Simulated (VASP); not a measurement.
# KCl (Fm-3m) in VASP: further runs

One crystal, KCl, is run at these levels: PBEsol+D3(BJ); tasks: relaxation of cell and atoms.

Everything below comes from runs of VASP 6.6.1. Logs are shortened: lines on timing, memory, paths and dates and some standing lists are left out, and cuts for length are marked.

### Step 1. The crystal as given

The structure is cubic, space group Fm-3m (No. 225). Conventional cell: a = 5.982 Å, b = 5.982 Å, c = 5.982 Å, α = 90.00°, β = 90.00°, γ = 90.00°. Around K (site symmetry m-3m) lie 6 Cl at 2.99 Å. Around Cl (site symmetry m-3m) lie 6 K at 2.99 Å.

### Step 2. Relaxation of cell and atoms, PBEsol+D3(BJ), target pressure 2 GPa, at which the enthalpy is minimised

INCAR reads:

```
PREC = Accurate
ENCUT = 520
EDIFF = 1E-7
ISMEAR = 0
SIGMA = 0.1
LREAL = F
LASPH = T
NELM = 60
ALGO = Normal
ISIF = 3
LWAVE = F
LCHARG = F
GGA = PS
IVDW = 12
IBRION = 2
NSW = 80
EDIFFG = -0.002
PSTRESS = 20.0
```

KPOINTS reads:

```
Automatic mesh
0
Gamma
  12 12 12
```

POSCAR reads:

```
KCl                                     
1.0
    0.0000000000      2.9911642974      2.9911642974
    2.9911642974      0.0000000000      2.9911642974
    2.9911642974      2.9911642974     -0.0000000000
  K               Cl            
     1     1
Direct
     0.0000000000000000    0.0000000000000000    0.0000000000000000
     0.5000000000000000    0.5000000000000000    0.5000000000000000
```

Potentials or basis: VASP PAW PBE potentials, release 64 (K_sv, Cl).

Started as:

```console
> cat potpaw_PBE.64/K_sv/POTCAR potpaw_PBE.64/Cl/POTCAR > POTCAR
> mpirun -np 1 vasp_std > vasp.out
```

OUTCAR:

```text
PREC = Accurate
   ENCUT = 520
   EDIFF = 1E-7
   ISMEAR = 0
   LREAL = F
   LASPH = T
   NELM = 60
   ISIF = 3
   GGA = PS
   IVDW = 12
   IBRION = 2
   NSW = 80
   EDIFFG = -0.002
   PSTRESS = 20.0
 IVDW          = 12

 ion  position               nearest neighbor table
   1  0.000  0.000  0.000-   2 2.99   2 2.99   2 2.99   2 2.99   2 2.99   2 2.99
   2  0.500  0.500  0.500-   1 2.99   1 2.99   1 2.99   1 2.99   1 2.99   1 2.99

  LATTYP: Found a face centered cubic cell.
 ALAT       =     5.9823285948

  Lattice vectors:

 A1 = (   0.0000000000,   2.9911642974,   2.9911642974)
 A2 = (   2.9911642974,   0.0000000000,   2.9911642974)
 A3 = (   2.9911642974,   2.9911642974,   0.0000000000)

Analysis of symmetry for initial positions (statically):
=====================================================================
 Subroutine PRICEL returns:
 Original cell was already a primitive cell.

 Routine SETGRP: Setting up the symmetry group for a
 face centered cubic supercell.

 Subroutine GETGRP returns: Found 48 space group operations
 (whereof 48 operations were pure point group operations)
 out of a pool of 48 trial point group operations.

The static configuration has the point symmetry O_h .

Analysis of symmetry for dynamics (positions and initial velocities):
=====================================================================
 Subroutine PRICEL returns:
 Original cell was already a primitive cell.

 Routine SETGRP: Setting up the symmetry group for a
 face centered cubic supercell.

 Subroutine GETGRP returns: Found 48 space group operations
 (whereof 48 operations were pure point group operations)
 out of a pool of 48 trial point group operations.

The dynamic configuration has the point symmetry O_h .

 Subroutine INISYM returns: Found 48 space group operations
 (whereof 48 operations are pure point group operations),
 and found     1 'primitive' translations

----------------------------------------------------------------------------------------

                                     Primitive cell

  volume of cell :      53.5243

  direct lattice vectors                    reciprocal lattice vectors
     0.000000000  2.991164297  2.991164297    -0.167158989  0.167158989  0.167158989
     2.991164297  0.000000000  2.991164297     0.167158989 -0.167158989  0.167158989
     2.991164297  2.991164297  0.000000000     0.167158989  0.167158989 -0.167158989

  length of vectors
     4.230145117  4.230145117  4.230145117     0.289527862  0.289527862  0.289527862

  position of ions in fractional coordinates (direct lattice)
     0.000000000  0.000000000  0.000000000
     0.500000000  0.500000000  0.500000000

  ion indices of the primitive-cell ions
   primitive index   ion index
                 1           1
                 2           2

----------------------------------------------------------------------------------------

 KPOINTS: Automatic mesh

Automatic generation of k-mesh.
 Grid dimensions read from file:
 generate k-points for:   12   12   12

 Generating k-lattice:

  Cartesian coordinates                     Fractional coordinates (reciprocal lattice)
    -0.013929916  0.013929916  0.013929916     0.083333333  0.000000000  0.000000000
     0.013929916 -0.013929916  0.013929916     0.000000000  0.083333333  0.000000000
     0.013929916  0.013929916 -0.013929916     0.000000000  0.000000000  0.083333333

  Length of vectors
     0.024127322  0.024127322  0.024127322

  Shift w.r.t. Gamma in fractional coordinates (k-lattice)
     0.000000000  0.000000000  0.000000000

 Subroutine IBZKPT returns following result:
 ===========================================

 Found     72 irreducible k-points:

 Following reciprocal coordinates:
            Coordinates               Weight
  0.000000  0.000000  0.000000      1.000000
  0.083333  0.000000  0.000000      8.000000
  0.166667  0.000000  0.000000      8.000000
  0.250000  0.000000  0.000000      8.000000
  0.333333  0.000000  0.000000      8.000000
  0.416667  0.000000  0.000000      8.000000
[... 16 lines left out ...]
  0.500000  0.166667  0.000000     24.000000
 -0.416667  0.166667  0.000000     24.000000
 [... further k-points ...]
   k-points           NKPTS =     72   k-points in BZ     NKDIM =     72   number of bands    NBANDS=     12
   number of dos      NEDOS =    301   number of ions     NIONS =      2
   total plane-waves  NPLWV =  32768
   dimension x,y,z NGX =    32 NGY =   32 NGZ =   32
   dimension x,y,z NGXF=    64 NGYF=   64 NGZF=   64
   ions per type =               1   1
   NGX,Y,Z   is equivalent  to a cutoff of  12.58, 12.58, 12.58 a.u.
   NGXF,Y,Z  is equivalent  to a cutoff of  25.15, 25.15, 25.15 a.u.
 SYSTEM =  unknown system
   PREC   = accura    normal or accurate (medium, high low for compatibility)
   ISTART =      0    job   : 0-new  1-cont  2-samecut
   ICHARG =      2    charge: 1-file 2-atom 10-const
   ISPIN  =      1    spin polarized calculation?
   LNONCOLLINEAR =      F non collinear calculations
   LSORBIT =      F    spin-orbit coupling
   LASPH  =      T    aspherical Exc in radial PAW
   ENCUT  =  520.0 eV  38.22 Ry    6.18 a.u.   7.87  7.87  7.87*2*pi/ulx,y,z
   NELM   =     60;   NELMIN=  2; NELMDL= -5     # of ELM steps
   EDIFF  = 0.1E-06   stopping-criterion for ELM
   LREAL  =      F    real-space projection
   EDIFFG = -.2E-02   stopping-criterion for IOM
   NSW    =     80    number of steps for IOM
   IBRION =      2    ionic relax: 0-MD 1-quasi-New 2-CG
   NFREE  =      1    steps in history (QN), initial steepest desc. (CG)
   ISIF   =      3    stress and relaxation
   ISYM   =      2    0-nonsym 1-usesym 2-fastsym
   POTIM  = 0.5000    time-step for ionic-motion
   TEBEG  =    0.0;   TEEND  =   0.0 temperature during run
   PSTRESS=   20.0 pullay stress
   NELECT =      16.0000    total number of electrons
   NUPDOWN=      -1.0000    fix difference up-down
   EMIN   =  10.00;   EMAX   =-10.00  energy-range for DOS
   EFERMI =   0.00;   METHOD = LEGACY
   ISMEAR =     0;   SIGMA  =   0.10  broadening in eV -4-tet -1-fermi 0-gaus
   EFERMI_NEDOS =   21; number of points for ismear=-14 and -15
   IALGO  =     38    algorithm
   IMIX   =      4    mixing-type and parameters
     AMIX     =   0.40;   BMIX     =  1.00
     AMIX_MAG =   1.60;   BMIX_MAG =  1.00
  volume/ion in A,a.u.               =      26.76       180.60
  Fermi-wavevector in a.u.,A,eV,Ry     =   1.094623  2.068537 16.302493  1.198199
  Thomas-Fermi vector in A             =   2.230931
   LORBIT       =      0    0 simple, 1 ext, 2 COOP (PROOUT), +10 PAW based schemes
   GGA     = PS    functional components
   LHFCALC =     F    Hartree Fock is set to
   AEXX    =    0.0000 exact exchange contribution
   IVDW    =    12    specifies the selected vdW correction
   LEPSILON=     F    determine dielectric tensor
   LRPA    =     F    only Hartree local field effects (RPA)
 conjugate gradient relaxation of ions
 non-spin polarized calculation
 Gauss-broadening in eV      SIGMA  =   0.10
  energy-cutoff  :      520.00
  volume of cell :       53.52
 maximum number of plane-waves:      1459
   NGX = 15   NGY = 15   NGZ = 15

 number of electron      15.9999999 magnetization

 Free energy of the ion-electron system (eV)
  ---------------------------------------------------
  ext. energy  EPLUGINS =         0.00000000
  ---------------------------------------------------
  free energy    TOTEN  =        -6.95217207 eV

  energy without entropy =       -6.95217207  energy(sigma->0) =       -6.95217207

 E-fermi :  -0.7626     XC(G=0):  -8.3957

 val. band max:       -1.2305142168   @ k =   0.0000   0.0000   0.0000
 cond. band min:       4.3206862939   @ k =   0.0000   0.0000   0.0000
 fundamental gap:      5.5512005107
 Fermi energy:        -0.7625675098

 k-point     1 :       0.0000    0.0000    0.0000
  band No.  band energies     occupation
      1     -27.9436      2.00000
      2     -13.5233      2.00000
      3     -11.4723      2.00000
      4     -11.4723      2.00000
      5     -11.4723      2.00000
      6      -1.2305      2.00000
      7      -1.2305      2.00000
      8      -1.2305      2.00000
      9       4.3207      0.00000
     10       7.0720      0.00000
     11       7.0720      0.00000
     12       7.0720      0.00000

 k-point     2 :       0.0833    0.0000    0.0000
  band No.  band energies     occupation
      1     -27.9419      2.00000
      2     -13.5439      2.00000
      3     -11.4732      2.00000
      4     -11.4732      2.00000
      5     -11.4463      2.00000
      6      -1.3508      2.00000
      7      -1.2661      2.00000
      8      -1.2661      2.00000
      9       4.5242      0.00000
     10       7.0112      0.00000
     11       7.1752      0.00000
     12       7.1752      0.00000

 k-point     3 :       0.1667    0.0000    0.0000
  band No.  band energies     occupation
      1     -27.9374      2.00000
      2     -13.5980      2.00000
      3     -11.4757      2.00000
      4     -11.4757      2.00000
      5     -11.3773      2.00000
      6      -1.6505      2.00000
      7      -1.3606      2.00000
      8      -1.3606      2.00000
      9       5.0540      0.00000
     10       6.9189      0.00000
     11       7.4770      0.00000
     12       7.4770      0.00000
[... 286 lines left out ...]
 k-point    23 :       0.5000    0.1667    0.0000
  band No.  band energies     occupation
      1     -27.9174      2.00000
      2     -13.7049      2.00000
      3     -11.5382      2.00000
      4     -11.5086      2.00000
      5     -11.2307      2.00000
      6      -2.4039      2.00000
      7      -1.7471      2.00000
      8      -1.6576      2.00000
      9       6.5326      0.00000
     10       7.4946      0.00000
     11       9.5209      0.00000
     12       9.9103      0.00000

 k-point    24 :      -0.4167    0.1667    0.0000
  band No.  band energies     occupation
      1     -27.9169      2.00000
      2     -13.7156      2.00000
      3     -11.5529      2.00000
      4     -11.4983      2.00000
      5     -11.2075      2.00000
      6      -2.4368      2.00000
      7      -1.7361      2.00000
      8      -1.7016      2.00000
      9       6.7366      0.00000
     10       7.5453      0.00000
     11       9.3872      0.00000
     12       9.5229      0.00000

 [... further k-points ...]

------------------------ aborting loop because EDIFF is reached ----------------------------------------

 Edisp (eV)   -0.43886

 E8    (eV) :    -0.2979

  FORCE on cell =-STRESS in cart. coord.  units (eV):
  Direction    XX          YY          ZZ          XY          YZ          ZX
  --------------------------------------------------------------------------------------
  -------------------------------------------------------------------------------------
  Total       0.66614     0.66614     0.66614     0.00000     0.00000    -0.00000
  in kB      19.93992    19.93992    19.93992     0.00000     0.00000    -0.00000
  external pressure =       -0.06 kB  Pullay stress =       20.00 kB

 VOLUME and BASIS-vectors are now :
 -----------------------------------------------------------------------------
  energy-cutoff  :      520.00
  volume of cell :       53.52
      direct lattice vectors                 reciprocal lattice vectors
     0.000000000  2.991164297  2.991164297    -0.167158989  0.167158989  0.167158989
     2.991164297  0.000000000  2.991164297     0.167158989 -0.167158989  0.167158989
     2.991164297  2.991164297  0.000000000     0.167158989  0.167158989 -0.167158989

 POSITION                                       TOTAL-FORCE (eV/Angst)
 -----------------------------------------------------------------------------------
      0.00000      0.00000      0.00000         0.000000      0.000000      0.000000
      2.99116      2.99116      2.99116         0.000000      0.000000      0.000000
 -----------------------------------------------------------------------------------
    total drift:                                0.000000     -0.000000     -0.000000

  FREE ENERGIE OF THE ION-ELECTRON SYSTEM (eV)
  ---------------------------------------------------
  free  energy   TOTEN  =        -7.3910365179 eV

  energy  without entropy=       -7.3910365179  energy(sigma->0) =       -7.39103652

  enthalpy is  TOTEN    =        -6.7228923003 eV   P V=        0.6681442176

 reached required accuracy - stopping structural energy minimisation
```

It took 18 s on 1 thread of Intel Xeon Platinum 8488C (Sapphire Rapids), shared host; peak memory 0.21 GiB.

What came out:

- Free energy: -7.3910 eV
- Pressure after relaxing: 2.0 GPa
- Band gap on the k mesh: 5.55 eV, direct
- Dispersion energy per atom: -0.219 eV

Final structure:
```
K Cl
1.0
     0.00000    2.99116    2.99116
     2.99116    0.00000    2.99116
     2.99116    2.99116    0.00000
K Cl
1 1
Direct
  0.00000 0.00000 0.00000
  0.50000 0.50000 0.50000
```

Levels at points of the mesh, in eV from the valence-band top:
```csv
k point,band 6,band 7,band 8,band 9,band 10,band 11
"(0.00, 0.00, 0.00)",0.00,0.00,0.00,5.55,8.30,8.30
"(0.50, 0.00, 0.00)",-1.39,-0.48,-0.48,7.83,9.05,10.94
"(0.50, 0.50, 0.00)",-0.77,-0.26,-0.26,6.19,8.92,10.44
```

Caveat: the relaxation stopped at its first step, so nothing moved; the cell is relaxed towards a set pressure, so the enthalpy falls and the energy may rise; the PAW data sets were made with another functional, which shifts forces and pressure a little.

### Step 3. Relaxation of cell and atoms, PBEsol+D3(BJ), target pressure 1.2 GPa, at which the enthalpy is minimised

Changes to INCAR since step 2:

```diff
@@ -17,2 +17,2 @@
 EDIFFG = -0.002
-PSTRESS = 20.0
+PSTRESS = 12.0
```

KPOINTS is that of step 2.

Changes to POSCAR since step 2:

```diff
@@ -4,3 +4,3 @@
     2.9911642974      0.0000000000      2.9911642974
-    2.9911642974      2.9911642974     -0.0000000000
+    2.9911642974      2.9911642974      0.0000000000
   K               Cl
```

Potentials or basis: VASP PAW PBE potentials, release 64 (K_sv, Cl).

Started as:

```console
> cat potpaw_PBE.64/K_sv/POTCAR potpaw_PBE.64/Cl/POTCAR > POTCAR
> mpirun -np 1 vasp_std > vasp.out
```

It took 47 s on 1 thread of Intel Xeon Platinum 8488C (Sapphire Rapids), shared host; peak memory 0.22 GiB.

Results (log left out):

* Free energy: -7.4054 eV
* Relaxed volume: 27.49 Å³/atom
* Relaxed cell: a = 4.268 Å, b = 4.268 Å, c = 4.268 Å, α = 60.00°, β = 60.00°, γ = 60.00°
* Space group after relaxing (to 0.05 Å): Fm-3m (No. 225)
* Energy change on relaxing (the enthalpy is what falls): -7.2 meV/atom
* Ionic steps: 3
* Pressure after relaxing: 1.2 GPa
* Band gap on the k mesh: 5.45 eV, direct
* Dispersion energy per atom: -0.213 eV

The path:
```csv
step,energy change (eV),largest force (eV/Å),pressure (GPa),volume (Å³)
1,0.0000,0.0000,1.99,53.52
2,-0.0110,0.0000,1.41,54.56
3,-0.0144,0.0000,1.20,54.98
```

Final structure:
```
K Cl
1.0
     0.00000    3.01805    3.01805
     3.01805    0.00000    3.01805
     3.01805    3.01805    0.00000
K Cl
1 1
Direct
  0.00000 0.00000 0.00000
  0.50000 0.50000 0.50000
```

Levels at points of the mesh, in eV from the valence-band top:
```csv
k point,band 4,band 5,band 6,band 7,band 8,band 9,band 10,band 11,band 12
"(0.00, 0.00, 0.00)",-10.29,-10.29,0.00,0.00,0.00,5.45,8.31,8.31,8.31
"(0.50, 0.00, 0.00)",-10.31,-9.96,-1.33,-0.45,-0.45,7.76,8.95,10.87,10.87
"(0.50, 0.50, 0.00)",-10.39,-10.39,-0.75,-0.25,-0.25,6.23,8.79,10.40,10.64
```

Caveat: the cell is relaxed towards a set pressure, so the enthalpy falls and the energy may rise; the PAW data sets were made with another functional, which shifts forces and pressure a little.

[end of part 1 of 2]
